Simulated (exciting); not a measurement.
**Ho under changes of volume**

One of the cells (31.035 Å³/atom); the others are scaled copies at fixed shape and fractional positions:

```
Ho
1.0
     0.00000    2.49425    2.49425
     2.49425    0.00000    2.49425
     2.49425    2.49425    0.00000
Ho
1
Direct
  0.00000 0.00000 0.00000
```

This isn't the form of Ho at room conditions, which is hcp.

| Item | Value |
| --- | --- |
| Program | exciting (release sodium) |
| Functional | PBEsol |
| Potentials or basis | all-electron LAPW+lo, shipped species files, valence relativity iora* |
| rgkmax | 9.5 |
| k mesh | 9 × 9 × 9 |
| Occupations | fermi-dirac, width 0.05 eV |
| Spin | collinear spin, ferromagnetic start |

```csv
volume (Å³/atom),energy over the lowest point (meV/atom),moment (μB per cell)
29.173,10.33,3.65
29.793,4.43,3.64
30.414,1.50,3.64
31.035,0.00,3.63
31.655,?,?
32.276,2.82,3.62
32.897,7.44,3.62
```

Question: What does the run at 31.655 Å³/atom give?

Answer: Energy over the lowest point 0.98 meV/atom; moment 3.63 μB per cell.

Worked out: A Birch-Murnaghan fit of order 3 (a polynomial in V^(-2/3)) to the other rows has its minimum at 31.16 Å³/atom with B0 = V·E''(V) = 25 GPa (rough, since the energies scatter). It gives 0.50 meV/atom at 31.655 Å³/atom, against the run's 0.98. A straight line through the other rows of the moment, of slope -0.00821 μB per Å³/atom, gives 3.63 μB, against the run's 3.63.

Energies are extrapolated to zero smearing.

Caveats: the magnetic or orbital state may not be the lowest; the free energy is that total less TS from the occupations.
